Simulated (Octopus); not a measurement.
AlN under changes of volume

One of the cells (10.417 Å³/atom); the others are scaled copies at fixed shape and fractional positions:

```
CELL_PARAMETERS angstrom
0.00000 2.18399 2.18399
2.18399 0.00000 2.18399
2.18399 2.18399 0.00000
ATOMIC_POSITIONS crystal
Al 0.00000 0.00000 0.00000
N 0.25000 0.25000 0.25000
```

Measurements of this composition are mostly on another form, of space group No. 186.

| Item | Value |
| --- | --- |
| Program | Octopus 16.4 |
| Functional | PBEsol |
| Potentials or basis | pseudodojo_pbesol (PseudoDojo 0.4, PBEsol) |
| Grid spacing | 0.129 Å |
| k mesh | 10 × 10 × 10 |
| Occupations | fermi-dirac, width 0.05 eV |
| Spin | no spin polarisation |

| volume (Å³/atom) | energy over the lowest point (meV/atom) | gap on the mesh (eV) |
| --- | --- | --- |
| 9.792 | 32.58 | 3.21 |
| 10.001 | 15.76 | 3.21 |
| 10.209 | ? | ? |
| 10.417 | 0.00 | 3.19 |
| 10.626 | 1.68 | 3.18 |
| 10.834 | 8.50 | 3.17 |
| 11.042 | 19.43 | 3.16 |

**Question.** What does the run at 10.209 Å³/atom give?

**Answer.** Energy over the lowest point 6.29 meV/atom; gap on the mesh 3.20 eV.

Worked out: A Birch-Murnaghan fit of order 3 (a polynomial in V^(-2/3)) to the other rows has its minimum at 10.47 Å³/atom with B0 = V·E''(V) = 216 GPa (rough, since the energies scatter). It gives 4.87 meV/atom at 10.209 Å³/atom, against the run's 6.29. A straight line through the other rows of the gap, of slope -0.439 eV per unit of ln V, gives 3.20 eV, against the run's 3.20.

Energies are extrapolated to zero smearing.

A mesh can miss the band edges.
